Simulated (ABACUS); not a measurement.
InAs:

```
In As
1.0
     4.26810    0.00000    0.00000
     2.13405    3.69628    0.00000
     2.13405    1.23209    3.48489
In As
1 1
Direct
  0.00000 0.00000 0.00000
  0.75000 0.75000 0.75000
```

| Quantity | Value |
| --- | --- |
| Program | ABACUS 3.10.1 |
| Task | relaxation of cell and atoms |
| Functional | rSCAN |
| Potentials or basis | SG15 ONCV 1.2 PBE |
| Cutoff | 1320 eV |
| Density cutoff | 5279 eV |
| Basis | plane waves |
| k mesh | 5 × 5 × 5 |
| Occupations | fermi-dirac, width 0.05 eV |
| Spin | no spin polarisation |

At the start: pressure 2.0 GPa; volume 27.49 Å³/atom.

**Question.** Where does the relaxation end?

**Answer.** Over 3 steps the energy falls by 5.6 meV/atom and the volume is 28.38 Å³/atom (+3.2 %); space group F-43m (No. 216, to 0.05 Å).

The path:
| step | energy change (eV) | largest force (eV/Å) | pressure (GPa) | volume (Å³) |
| --- | --- | --- | --- | --- |
| 1 | 0.0000 | 0.0000 | 1.98 | 54.98 |
| 2 | -0.0044 | 0.0000 | 1.52 | 55.38 |
| 3 | -0.0112 | 0.0000 | 0.06 | 56.76 |

Final structure:
```cif
data_structure
_symmetry_space_group_name_H-M 'P 1'
_symmetry_Int_Tables_number 1
_cell_length_a 4.3137
_cell_length_b 4.3137
_cell_length_c 4.3137
_cell_angle_alpha 60.000
_cell_angle_beta 60.000
_cell_angle_gamma 60.000
_cell_volume 56.76
loop_
_atom_site_label
_atom_site_type_symbol
_atom_site_fract_x
_atom_site_fract_y
_atom_site_fract_z
_atom_site_occupancy
In1 In 0.00000 0.00000 0.00000 1
As1 As 0.75000 0.75000 0.75000 1
```

Caveat: the k mesh is coarse (spacing up to 0.36 Å⁻¹), so the values aren't converged; the potentials were made for another functional, which shifts forces and pressure.
